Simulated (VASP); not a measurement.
# CdTe (F-43m) in VASP: convergence with k mesh

Aim: find how far k mesh must go before the results for CdTe settle, at PBE. This setting moves, with any that are tied to it; all else stays.

Program: VASP 6.6.1. These are calculated values, not measurements. Logs are shortened: lines on timing, memory, paths and dates and some standing lists are left out, and cuts for length are marked.

### 1 Starting point

The structure is cubic, space group F-43m (No. 216). The conventional cell has a = 6.410 Å, b = 6.410 Å, c = 6.410 Å, α = 90.00°, β = 90.00°, γ = 90.00°. Te (site symmetry -43m) has 4 Cd at 2.78 Å as nearest neighbours. Cd (site symmetry -43m) has 4 Te at 2.78 Å as nearest neighbours.

### 2 With k mesh 2 × 2 × 2

INCAR reads:

```
PREC = Accurate
ENCUT = 520
EDIFF = 1E-6
ISMEAR = 0
SIGMA = 0.02
LREAL = False
LASPH = True
NELM = 100
ALGO = Fast
ISIF = 2
LWAVE = False
LCHARG = False
GGA = PE
```

KPOINTS reads:

```
Automatic mesh
0
Gamma
  2 2 2
```

POSCAR reads:

```
CdTe
1.0
    0.0000000000      3.2050000000      3.2050000000
    3.2050000000      0.0000000000      3.2050000000
    3.2050000000      3.2050000000      0.0000000000
Te Cd
1 1
Direct
    0.7500000000      0.7500000000      0.7500000000
    0.0000000000      0.0000000000      0.0000000000
```

Potentials or basis: VASP PAW PBE potentials, release 64 (Te, Cd).

Command:

```bash
$ cat potpaw_PBE.64/Te/POTCAR potpaw_PBE.64/Cd/POTCAR > POTCAR
$ mpirun -np 1 vasp_std > vasp.out
```

It took 7.6 s on 1 thread of Intel Xeon Platinum 8375C at 2.90GHz (Ice Lake), shared host; peak memory 0.19 GiB.

What came out:

- Free energy: -3.3997 eV
- Pressure: 8.4 GPa
- Band gap on the k mesh: 0.76 eV, direct

### 3 With k mesh 3 × 3 × 3

INCAR is that of step 2.

KPOINTS reads:

```
Automatic mesh
0
Gamma
  3 3 3
```

POSCAR is that of step 2.

Potentials or basis: VASP PAW PBE potentials, release 64 (Te, Cd).

Command:

```bash
$ cat potpaw_PBE.64/Te/POTCAR potpaw_PBE.64/Cd/POTCAR > POTCAR
$ mpirun -np 1 vasp_std > vasp.out
```

Wall time 8.5 s (1 thread of Intel Xeon Platinum 8375C at 2.90GHz (Ice Lake), shared host); peak memory 0.19 GiB.

Results:

| Property | Result |
| --- | --- |
| Free energy | -4.4639 eV |
| Pressure | 5.3 GPa |
| Band gap on the k mesh | 0.84 eV, direct |

### 4 With k mesh 4 × 4 × 4

INCAR is that of step 3.

KPOINTS reads:

```
Automatic mesh
0
Gamma
  4 4 4
```

POSCAR is that of step 3.

Command:

```bash
$ cat potpaw_PBE.64/Te/POTCAR potpaw_PBE.64/Cd/POTCAR > POTCAR
$ mpirun -np 1 vasp_std > vasp.out
```

It took 11 s on 1 thread of Intel Xeon Platinum 8375C at 2.90GHz (Ice Lake), shared host; peak memory 0.19 GiB.

What came out:

```
Free energy            : -4.6609 eV
Pressure               : 4.6 GPa
Band gap on the k mesh : 0.86 eV, direct
```

### 5 With k mesh 5 × 5 × 5

INCAR is that of step 4.

KPOINTS reads:

```
Automatic mesh
0
Gamma
  5 5 5
```

POSCAR is that of step 4.

Command:

```bash
$ cat potpaw_PBE.64/Te/POTCAR potpaw_PBE.64/Cd/POTCAR > POTCAR
$ mpirun -np 1 vasp_std > vasp.out
```

Wall time 13 s (1 thread of Intel Xeon Platinum 8375C at 2.90GHz (Ice Lake), shared host); peak memory 0.2 GiB.

Results:

```yaml
Free_energy: -4.7079 eV
Pressure: 4.5 GPa
Band_gap_on_the_k_mesh: 0.87 eV, direct
```

### 6 With k mesh 7 × 7 × 7

INCAR is that of step 5.

KPOINTS reads:

```
Automatic mesh
0
Gamma
  7 7 7
```

POSCAR is that of step 5.

Potentials or basis: VASP PAW PBE potentials, release 64 (Te, Cd).

Command:

```bash
$ cat potpaw_PBE.64/Te/POTCAR potpaw_PBE.64/Cd/POTCAR > POTCAR
$ mpirun -np 1 vasp_std > vasp.out
```

Wall time 20 s (1 thread of Intel Xeon Platinum 8375C at 2.90GHz (Ice Lake), shared host); peak memory 0.2 GiB.

What came out:

```yaml
Free_energy: -4.7253 eV
Pressure: 4.4 GPa
Band_gap_on_the_k_mesh: 0.87 eV, direct
```

### 7 With k mesh 8 × 8 × 8

INCAR is that of step 6.

KPOINTS reads:

```
Automatic mesh
0
Gamma
  8 8 8
```

POSCAR is that of step 6.

Command:

```bash
$ cat potpaw_PBE.64/Te/POTCAR potpaw_PBE.64/Cd/POTCAR > POTCAR
$ mpirun -np 1 vasp_std > vasp.out
```

It took 28 s on 1 thread of Intel Xeon Platinum 8375C at 2.90GHz (Ice Lake), shared host; peak memory 0.21 GiB.

What came out:

```yaml
Free_energy: -4.7267 eV
Pressure: 4.4 GPa
Band_gap_on_the_k_mesh: 0.87 eV, direct
```

### 8 With k mesh 10 × 10 × 10

INCAR is that of step 7.

KPOINTS reads:

```
Automatic mesh
0
Gamma
  10 10 10
```

POSCAR is that of step 7.

Command:

```bash
$ cat potpaw_PBE.64/Te/POTCAR potpaw_PBE.64/Cd/POTCAR > POTCAR
$ mpirun -np 1 vasp_std > vasp.out
```

It took 37 s on 1 thread of Intel Xeon Platinum 8375C at 2.90GHz (Ice Lake), shared host; peak memory 0.23 GiB.

Results:

```yaml
Free_energy: -4.7275 eV
Pressure: 4.4 GPa
Band_gap_on_the_k_mesh: 0.87 eV, direct
```

### 9 With k mesh 12 × 12 × 12

INCAR is that of step 8.

KPOINTS reads:

```
Automatic mesh
0
Gamma
  12 12 12
```

POSCAR is that of step 8.

Potentials or basis: VASP PAW PBE potentials, release 64 (Te, Cd).

Command:

```bash
$ cat potpaw_PBE.64/Te/POTCAR potpaw_PBE.64/Cd/POTCAR > POTCAR
$ mpirun -np 1 vasp_std > vasp.out
```

OUTCAR:

```text
PREC = Accurate
   ENCUT = 520
   EDIFF = 1E-6
   ISMEAR = 0
   LREAL = False
   LASPH = True
   NELM = 100
   ISIF = 2
   GGA = PE

 ion  position               nearest neighbor table
   1  0.750  0.750  0.750-   2 2.78   2 2.78   2 2.78   2 2.78
   2  0.000  0.000  0.000-   1 2.78   1 2.78   1 2.78   1 2.78

  LATTYP: Found a face centered cubic cell.
 ALAT       =     6.4100000000

  Lattice vectors:

 A1 = (   0.0000000000,   3.2050000000,   3.2050000000)
 A2 = (   3.2050000000,   0.0000000000,   3.2050000000)
 A3 = (   3.2050000000,   3.2050000000,   0.0000000000)

Analysis of symmetry for initial positions (statically):
=====================================================================
 Subroutine PRICEL returns:
 Original cell was already a primitive cell.

 Routine SETGRP: Setting up the symmetry group for a
 face centered cubic supercell.

 Subroutine GETGRP returns: Found 24 space group operations
 (whereof 24 operations were pure point group operations)
 out of a pool of 48 trial point group operations.

The static configuration has the point symmetry T_d .

Analysis of symmetry for dynamics (positions and initial velocities):
=====================================================================
 Subroutine PRICEL returns:
 Original cell was already a primitive cell.

 Routine SETGRP: Setting up the symmetry group for a
 face centered cubic supercell.

 Subroutine GETGRP returns: Found 24 space group operations
 (whereof 24 operations were pure point group operations)
 out of a pool of 48 trial point group operations.

The dynamic configuration has the point symmetry T_d .

 Subroutine INISYM returns: Found 24 space group operations
 (whereof 24 operations are pure point group operations),
 and found     1 'primitive' translations

----------------------------------------------------------------------------------------

                                     Primitive cell

  volume of cell :      65.8437

  direct lattice vectors                    reciprocal lattice vectors
     0.000000000  3.205000000  3.205000000    -0.156006240  0.156006240  0.156006240
     3.205000000  0.000000000  3.205000000     0.156006240 -0.156006240  0.156006240
     3.205000000  3.205000000  0.000000000     0.156006240  0.156006240 -0.156006240

  length of vectors
     4.532554467  4.532554467  4.532554467     0.270210734  0.270210734  0.270210734

  position of ions in fractional coordinates (direct lattice)
     0.750000000  0.750000000  0.750000000
     0.000000000  0.000000000  0.000000000

  ion indices of the primitive-cell ions
   primitive index   ion index
[... 79 lines left out ...]
   NFREE  =      0    steps in history (QN), initial steepest desc. (CG)
   ISIF   =      2    stress and relaxation
   ISYM   =      2    0-nonsym 1-usesym 2-fastsym
   POTIM  = 0.5000    time-step for ionic-motion
   TEBEG  =    0.0;   TEEND  =   0.0 temperature during run
   PSTRESS=    0.0 pullay stress
   NELECT =      18.0000    total number of electrons
   NUPDOWN=      -1.0000    fix difference up-down
   EMIN   =  10.00;   EMAX   =-10.00  energy-range for DOS
   EFERMI =   0.00;   METHOD = LEGACY
   ISMEAR =     0;   SIGMA  =   0.02  broadening in eV -4-tet -1-fermi 0-gaus
   EFERMI_NEDOS =   21; number of points for ismear=-14 and -15
   IALGO  =     68    algorithm
   IMIX   =      4    mixing-type and parameters
     AMIX     =   0.40;   BMIX     =  1.00
     AMIX_MAG =   1.60;   BMIX_MAG =  1.00
  volume/ion in A,a.u.               =      32.92       222.17
  Fermi-wavevector in a.u.,A,eV,Ry     =   1.062497  2.007828 15.359610  1.128899
  Thomas-Fermi vector in A             =   2.197950
   LORBIT       =      0    0 simple, 1 ext, 2 COOP (PROOUT), +10 PAW based schemes
   GGA     = PE    functional components
   LHFCALC =     F    Hartree Fock is set to
   AEXX    =    0.0000 exact exchange contribution
   IVDW    =     0    specifies the selected vdW correction
   LEPSILON=     F    determine dielectric tensor
   LRPA    =     F    only Hartree local field effects (RPA)
 non-spin polarized calculation
 RMM-DIIS sequential band-by-band and
 Gauss-broadening in eV      SIGMA  =   0.02
  energy-cutoff  :      520.00
  volume of cell :       65.84
 maximum number of plane-waves:      1807
 NGX is ok and might be reduce to    36
   NGX = 17   NGY = 17   NGZ = 17

 number of electron      17.9999995 magnetization

 Free energy of the ion-electron system (eV)
  ---------------------------------------------------
  ext. energy  EPLUGINS =         0.00000000
  ---------------------------------------------------
  free energy    TOTEN  =        -4.72766096 eV

  energy without entropy =       -4.72766096  energy(sigma->0) =       -4.72766096

 E-fermi :   2.7607     XC(G=0):  -8.7327

 val. band max:        2.6538024954   @ k =   0.0000   0.0000   0.0000
 cond. band min:       3.5271958797   @ k =   0.0000   0.0000   0.0000
 fundamental gap:      0.8733933843
 Fermi energy:         2.7607426489

 k-point     1 :       0.0000    0.0000    0.0000
  band No.  band energies     occupation
      1      -8.7149      2.00000
      2      -5.7524      2.00000
      3      -5.7524      2.00000
      4      -5.7524      2.00000
      5      -5.4665      2.00000
      6      -5.4665      2.00000
      7       2.6538      2.00000
      8       2.6538      2.00000
      9       2.6538      2.00000
     10       3.5272      0.00000
     11       7.2313      0.00000
     12       7.2313      0.00000
     13       7.2313      0.00000
[... 354 lines left out ...]
  band No.  band energies     occupation
      1      -8.2487      2.00000
      2      -5.6662      2.00000
      3      -5.6578      2.00000
      4      -5.4736      2.00000
      5      -5.4612      2.00000
      6      -5.0320      2.00000
      7      -1.8002      2.00000
      8       0.7710      2.00000
      9       1.6023      2.00000
     10       5.4961      0.00000
     11       7.4398      0.00000
     12       8.4456      0.00000
     13       9.8006      0.00000

 [... further k-points ...]

------------------------ aborting loop because EDIFF is reached ----------------------------------------

  FORCE on cell =-STRESS in cart. coord.  units (eV):
  Direction    XX          YY          ZZ          XY          YZ          ZX
  --------------------------------------------------------------------------------------
  -------------------------------------------------------------------------------------
  Total        1.8038333      1.8038333      1.8038333      0.0000000      0.0000000     -0.0000000
  in kB       43.8927606     43.8927606     43.8927606      0.0000000      0.0000000     -0.0000000
  external PRESSURE =      43.8927606 kB  Pullay stress =       0.0000000 kB

 VOLUME and BASIS-vectors are now :
 -----------------------------------------------------------------------------
  energy-cutoff  :      520.00
  volume of cell :       65.84
      direct lattice vectors                 reciprocal lattice vectors
     0.000000000  3.205000000  3.205000000    -0.156006240  0.156006240  0.156006240
     3.205000000  0.000000000  3.205000000     0.156006240 -0.156006240  0.156006240
     3.205000000  3.205000000  0.000000000     0.156006240  0.156006240 -0.156006240

 POSITION                                       TOTAL-FORCE (eV/Angst)
 -----------------------------------------------------------------------------------
      4.80750      4.80750      4.80750        -0.000000      0.000000      0.000000
      0.00000      0.00000      0.00000         0.000000     -0.000000     -0.000000
 -----------------------------------------------------------------------------------
    total drift:                                0.000000      0.000000      0.000000

  FREE ENERGIE OF THE ION-ELECTRON SYSTEM (eV)
  ---------------------------------------------------
  free  energy   TOTEN  =        -4.7276609644 eV

  energy  without entropy=       -4.7276609644  energy(sigma->0) =       -4.72766096
```

OSZICAR:

```text
N       E                     dE             d eps       ncg     rms          rms(c)
DAV:   1     0.104957605719E+03    0.10496E+03   -0.84374E+03  1880   0.120E+03
DAV:   2    -0.892420187823E+00   -0.10585E+03   -0.10196E+03  2127   0.281E+02
DAV:   3    -0.491778654682E+01   -0.40254E+01   -0.40182E+01  2252   0.580E+01
DAV:   4    -0.495478725242E+01   -0.37001E-01   -0.36997E-01  2629   0.497E+00
DAV:   5    -0.495493864995E+01   -0.15140E-03   -0.15140E-03  2247   0.268E-01    0.604E+00
RMM:   6    -0.474337720701E+01    0.21156E+00   -0.43787E-01  1872   0.540E+00    0.464E+00
RMM:   7    -0.472709529941E+01    0.16282E-01   -0.11653E-01  1950   0.197E+00    0.172E+00
RMM:   8    -0.472737349440E+01   -0.27819E-03   -0.71348E-03  2023   0.941E-01    0.420E-01
RMM:   9    -0.472760779014E+01   -0.23430E-03   -0.11402E-03  2073   0.317E-01    0.103E-01
RMM:  10    -0.472764496292E+01   -0.37173E-04   -0.21057E-04  2192   0.113E-01    0.386E-02
RMM:  11    -0.472766027088E+01   -0.15308E-04   -0.37555E-05  2062   0.490E-02    0.215E-02
RMM:  12    -0.472766096440E+01   -0.69351E-06   -0.76041E-06  2010   0.267E-02
   1 F= -.47276610E+01 E0= -.47276610E+01  d E =-.750463E-17
```

stdout:

```text
POSCAR found type information on POSCAR TeCd
 POSCAR found :  2 types and       2 ions
 scaLAPACK will be used
 LDA part: xc-table for (Slater+PW92), standard interpolation
 POSCAR, INCAR and KPOINTS ok, starting setup
 FFT: planning ... GRIDC
 FFT: planning ... GRID_SOFT
 FFT: planning ... GRID
 WAVECAR not read
 entering main loop
```

Run time: 59 s. Hardware: 1 thread of Intel Xeon Platinum 8375C at 2.90GHz (Ice Lake), shared host; peak memory 0.25 GiB.

What came out:

```
Free energy            : -4.7277 eV
Pressure               : 4.4 GPa
Band gap on the k mesh : 0.87 eV, direct
```

### 10 Result

```csv
k mesh,"energy less the tightest run, at zero smearing (meV/atom)",pressure (GPa),gap on the mesh (eV),SCF cycles,CPU time (s),peak memory (GiB)
2 × 2 × 2,664.00,8.38,0.759,14,7,0.19
3 × 3 × 3,131.86,5.34,0.840,13,7.9,0.19
4 × 4 × 4,33.36,4.65,0.862,12,10,0.19
5 × 5 × 5,9.87,4.46,0.869,12,13,0.2
7 × 7 × 7,1.20,4.39,0.872,12,19,0.2
8 × 8 × 8,0.47,4.39,0.873,12,27,0.21
10 × 10 × 10,0.08,4.39,0.873,12,37,0.23
12 × 12 × 12,0.00,4.39,0.873,12,58,0.25
```

Against the tightest run, the energy stays within 1 meV/atom from 8 × 8 × 8 on; the pressure stays within 0.1 GPa from 5 × 5 × 5 on; the gap on the mesh stays within 0.01 eV from 5 × 5 × 5 on. Meshes of other sizes hit other points, so gaps and Fermi surfaces needn't settle smoothly. The tightest run that finished is the yardstick and may itself not be fully converged.

Caveats: spin-orbit coupling is left out, which moves the levels of the heavy elements.
